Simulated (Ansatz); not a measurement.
Runs of Ansatz 0.2.0 on TiAl. The structure is cubic, space group Pm-3m (No. 221). Conventional cell: a = 3.179 Å, b = 3.179 Å, c = 3.179 Å, α = 90.00°, β = 90.00°, γ = 90.00°. Ti (site symmetry m-3m) is surrounded by 8 Al at 2.75 Å. Around Al (site symmetry m-3m) lie 8 Ti at 2.75 Å. The cell comes from a database or a generator and needn't be the stable form of this composition.

```tsv
task	level	cutoff (eV)	atoms under strain	q mesh	points for each segment of the path	gap on the mesh (eV)	V0 of scaled cells (Å³/atom)	B0 (GPa)
equation of state	LDA	420	-	-	-	-	15.26	(a)
equation of state	r2SCAN	500	-	-	-	-	15.97	120
elastic constants	PBEsol	420	relaxed	-	-	none	-	-
phonons	PBEsol	420	-	2 × 2 × 2	8	none	-	-
```

Alike in all rows: potentials or basis Ansatz PAW; no spin polarisation; cell as given; k mesh 8 × 8 × 8; smearing fermi-dirac 0.05 eV.

Question: Estimate the missing entries.

Answer: (a) 126.

Caveats: the PAW data sets come from PBE, with cores solved anew for the run's functional, which leaves a small shift of forces and pressure (some runs); the PAW data sets were made with another functional, which shifts forces and pressure a little (some runs); the elastic tensor has a negative eigenvalue, so either the cell is unstable as it stands or the mesh is too thin (some runs); some modes are imaginary (some runs).

A gap of «none» marks a metal or a gap under the smearing width.
